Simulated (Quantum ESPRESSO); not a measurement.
## Pb: phonons at points of the zone under several settings

```
Pb
1.0
     0.00000    2.47502    2.47502
     2.47502    0.00000    2.47502
     2.47502    2.47502    0.00000
Pb
1
Direct
  0.00000 0.00000 0.00000
```

All runs used Quantum ESPRESSO 7.5; potentials PseudoDojo 0.4.1 SR PBEsol standard; k mesh 6 × 6 × 6; relaxed cell; no spin polarisation; cutoff 762 eV; occupations cold, width 0.2 eV.

```tsv
level	point	frequencies (cm⁻¹)
PBEsol	L (0.500, 0.500, 0.500)	30 30 67
PBEsol	K (0.375, 0.375, 0.750)	39 43 52
PBEsol	W (0.500, 0.250, 0.750)	?
PBEsol	X (0.500, 0.000, 0.500)	38i 18 18
```

What stands in the row left open?

Frequencies 50 72 72 cm⁻¹.

Values marked i are imaginary: the cell is unstable against those modes at that level, or the meshes are too thin.

Caveats: all runs use coarse meshes; the mesh is thin for the phonons of a metal; the q point doesn't lie on the k mesh, which can shift a metal's frequencies strongly unless the mesh is converged (some runs); some modes are imaginary (some runs).

For the row left open. Caveat: the k mesh is coarse (spacing up to 0.37 Å⁻¹), so the values aren't converged; the mesh is thin for the phonons of a metal; the q point doesn't lie on the k mesh, which can shift a metal's frequencies strongly unless the mesh is converged.
